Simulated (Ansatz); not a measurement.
Input for Ansatz (plane-wave DFT), PbS:

```yaml
crystal:
  lattice:
    - [3.653659, 0.0, 0.0]
    - [0.0, 3.653659, 0.0]
    - [0.0, 0.0, 3.653659]
  atoms:
    - { symbol: Pb, position: [0.0, 0.0, 0.0] }
    - { symbol: S, position: [0.5, 0.5, 0.5] }
basis:
  ecutwfc: 420
kpoints:
  mp_grid: { grid: [2, 2, 2] }
hamiltonian:
  xc: pbe
  hubbard: { sites: [{ species: S, l: p, u_eff: 4.2 }] }
scf:
  occupations: { method: tetrahedron }
  mixing: { ndim: 4 }
  initial_density: { chi_scale: 0, normalization: atom }
  max_iter: 66
output:
  forces: true
  stress: true
  eigenvalues: true
magnetization:
  spin_polarized: true
  initial_magnetization: 6.0
```

Command:

```bash
ansatz run input.yaml --threads 1 --pin off --max-ram 1331MiB --backend cpu --events-out ev --progress --plain --runs-dir out
```

Output, shortened (HF is the Harris–Foulkes energy, dr2 the density residual in eV):

```text
Pseudopotential: Pb, paw, valence charge 14, recommended cutoff 420 eV (normal)
Pseudopotential: S, paw, valence charge 6, recommended cutoff 420 eV (normal)
Crystal: 2 atoms, lattice volume = 48.774 Å³
Basis set: ecut = 420 eV, 949 PW (Γ), exchange–correlation on 50×50×50 points (8 copies of the dense FFT grid, shifted against one another)
Bands: 21, of which v1, the nominal top of the filled ones, is band 10 counted from 1 (9 counted from 0)
Symmetry: 48 space group operations
Space group: Pm-3m (ITA 221), of the structure as read, at distance tolerance 3.7e-5 Å
k-points: 4 of 8
Initial density: superposition of atomic densities
Starting moments: Σ|m| = 6 μB on 2 of 2 sites
SCF iter   1: HF=-12792.825529 eV  Δρ=8.52e-2 (↑7.91e-2 ↓8.52e-2) dr2=1.17e0  dr2_m=2.92e0  M=6.000 μB ∫|m|=6.003 μB
spin=Collinear: Kerker preconditioning applied to the charge; magnetization (m = ρ↑ − ρ↓) channel mixes plain (no charge-response kernel on spin).
SCF iter   2: HF=-12802.108800 eV  Δρ=5.84e-2 (↑4.78e-2 ↓5.84e-2) dr2=7.95e-1  dr2_m=1.20e0  M=1.549 μB ∫|m|=1.570 μB
SCF iter   3: HF=-12803.677977 eV  Δρ=5.91e-2 (↑4.01e-2 ↓5.91e-2) dr2=1.93e0  dr2_m=9.64e-1  M=0.945 μB ∫|m|=0.961 μB
SCF iter   4: HF=-12805.675687 eV  Δρ=7.07e-2 (↑3.83e-2 ↓7.07e-2) dr2=6.31e0  dr2_m=8.48e-1  M=0.070 μB ∫|m|=0.272 μB
   ...
SCF iter  18: F=-12805.710121 eV  HF=-12805.710121 eV  Δρ=2.10e-6 (↑2.10e-6 ↓1.99e-6) dr2=1.84e-10  dr2_m=1.84e-9  M=0.000 μB ∫|m|=0.000 μB
SCF iter  19: F=-12805.710121 eV  HF=-12805.710121 eV  Δρ=3.42e-7 (↑2.00e-7 ↓3.42e-7) dr2=3.26e-11  dr2_m=2.15e-11  M=0.000 μB ∫|m|=0.000 μB
SCF iter  20: F=-12805.710121 eV  HF=-12805.710121 eV  Δρ=9.64e-8 (↑8.13e-8 ↓9.64e-8) dr2=2.62e-12  dr2_m=2.88e-12  M=-0.000 μB ∫|m|=0.000 μB
SCF 1 converged in 20 iterations: F = -12805.710121 eV  dr2 = 2.62e-12
WARN: the starting moments were not kept: the SCF closed with an absolute magnetisation of 1.0e-6 μB, where they sum to 6 μB in size (2 sites). That is at most 0.1 of that sum. Measured as dr2_m measures the in/out step, that magnetisation stands 9.5e-14 eV from none, at or under the dr2_threshold of 1.0e-7 eV: it is no larger than a step whose dr2_m would equal this threshold. The system may hold no moment …
this state was not tested for a lower state beside it, because cold or Methfessel-Paxton smearing, or corrected tetrahedra, fill the levels in a way that the test cannot read (fill_not_monotonic; see scf.lower_state_search)
SCF converged after 20 iterations
Magnetization: -0.0000 μB (10.0000 up, 10.0000 down)
Absolute magnetization: 0.0000 μB (∫|ρ↑−ρ↓|, with the PAW one-centre terms)
Per-site moments (μB) at R_I (Å): [(-1.1912e-7, 1.3052), (1.9526e-7, 1.3052)]
Free energy (F): -12805.710121 eV
E sigma→0 (E₀):  -12805.710121 eV
Entropy (-TS):   0.000035 eV (0.018 meV/atom)
Fermi energy:    8.374452 eV
--- Forces (eV/Å), atoms counted from 1 ---
  atom   1  Pb    -0.00000000     0.00000000     0.00000000
  atom   2  S      0.00000000     0.00000000     0.00000000
--- Stress (GPa, compression-positive) ---
        7.442909       0.000000       0.000000
       -0.000000       7.442909       0.000000
        0.000000       0.000000       7.442909
  P = ⅓ Tr σ = 7.4429 GPa (74.429 kbar)
```

The inputs are trials, many of them unsound on purpose. Their numbers show the effect of the settings and aren't properties of the material. The starting moments weren't kept. Under a U the state reached may not be the lowest.